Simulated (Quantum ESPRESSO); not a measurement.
Crystal: Sn.

```
CELL_PARAMETERS angstrom
0.00000 3.23334 3.23334
3.23334 0.00000 3.23334
3.23334 3.23334 0.00000
ATOMIC_POSITIONS crystal
Sn 0.75000 0.75000 0.75000
Sn 0.50000 0.50000 0.50000
```

This isn't the form of Sn at room conditions, which is tetragonal (white tin).

- Program: Quantum ESPRESSO 7.5
- Task: phonons
- Functional: PBEsol
- Potentials or basis: PseudoDojo 0.4.1 SR PBEsol standard
- Cutoff: 980 eV
- Density cutoff: 3918 eV
- k mesh: 7 × 7 × 7
- Occupations: cold, width 0.2 eV
- Spin: no spin polarisation
- Mixing beta: 0.5
- Most SCF iterations: 120
- SCF threshold: 4e-10 Ry

The cell and the atoms were relaxed first, to 35.01 Å³/atom (a = 4.627 Å, b = 4.627 Å, c = 4.627 Å, α = 60.00°, β = 60.00°, γ = 60.00°), and the response was taken there.

Q: What is the highest optical frequency at the zone centre?

A: 173 cm⁻¹, a mode of symmetry T2g (Raman).

Optical modes at Γ, degenerate ones joined:
```csv
cm⁻¹,components,symmetry,active in
173,3,T2g,Raman
```
